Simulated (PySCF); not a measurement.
A species of formula C5H12 has this rotational fingerprint, computed with PBE0-D3(BJ)/def2-TZVP geometry optimisation, gas phase (PySCF):

```
Rotational constants : A = 17186, B = 1961, C = 1860 MHz
Dipole components    : |μa| = 0.00 D, |μb| = 0.09 D, |μc| = 0.00 D
Inertial defect      : -15.53 u·Å²
κ                    : -0.99
```

Question: Which candidate fits, each taken in the one conformer that was computed?
A. `[CH3:1][CH2:2][CH2:3][CH2:4][CH3:5]` with C1–C2–C3–C4 180°, C2–C3–C4–C5 180°
B. `[CH3:1][CH2:2][CH:3]([CH3:4])[CH3:5]` with C1–C2–C3–C4 64°

Answer: A. It is CCCCC, a near-prolate asymmetric top, point group C2v. The candidates at the same level (rigid rotor, commonest isotopes):

| SMILES | A (MHz) | B (MHz) | C (MHz) | μa (D) | μb (D) | μc (D) | Δ (u·Å²) | point group | rotor |
| --- | --- | --- | --- | --- | --- | --- | --- | --- | --- |
| CCCCC | 17186 | 1961 | 1860 | 0.00 | 0.09 | 0.00 | -15.53 | C2v | near-prolate asymmetric top |
| CCC(C)C | 7378 | 3392 | 2594 | 0.03 | 0.05 | 0.08 | -22.64 | C1 | asymmetric top |

`CCC(C)C` has B 73 % too high. In the right answer the symmetry axis of this C2v structure is b, so μa and μc vanish by symmetry. No structure here is proved a minimum.
